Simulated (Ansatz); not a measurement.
## Stability checks on a candidate for LiCl

The structure comes from a generated guess, relaxed at this level; another structure or a mixture of phases may lie lower.

The calculation used DFT PBE, scalar-relativistic, plane waves, PAW in Ansatz. The final run on the 12-atom cell used 420 eV, a Γ-centred 6×6×2 mesh, 0.02 eV smearing and no spin polarisation.

Space group P6_3mc (No. 186). a = 3.906 Å, b = 3.906 Å, c = 19.028 Å, α = 90.00°, β = 90.00°, γ = 120.00°
| atom | site | symmetry | x | y | z |
| --- | --- | --- | --- | --- | --- |
| Li | 2a | 3m. | 0.0000 | 0.0000 | 0.1876 |
| Li | 2b | 3m. | 0.3333 | 0.6667 | 0.5206 |
| Li | 2b | 3m. | 0.3333 | 0.6667 | 0.8535 |
| Cl | 2a | 3m. | 0.0000 | 0.0000 | 0.3128 |
| Cl | 2b | 3m. | 0.3333 | 0.6667 | 0.9793 |
| Cl | 2b | 3m. | 0.3333 | 0.6667 | 0.6463 |

Energies over the elements count from the elements' standard structures at the same level (Cl₂ as a molecule), with no fitted energy shifts.

Q: These tests were run: energy against the elements; random kick, then relaxation without symmetry; phonons on a 2×2×1 q mesh. What do they show?

A:

```tsv
test	result
energy against the elements	−1.875 eV/atom
random kick, then relaxation without symmetry	returns
phonons on a 2×2×1 q mesh	no imaginary mode on the mesh
```

It fails none of these tests. Other phases of the system weren't compared here, so this isn't yet thermodynamic stability.

The kick test ran on a coarse mesh. The run for the phonons used a 6×6×2 k mesh.
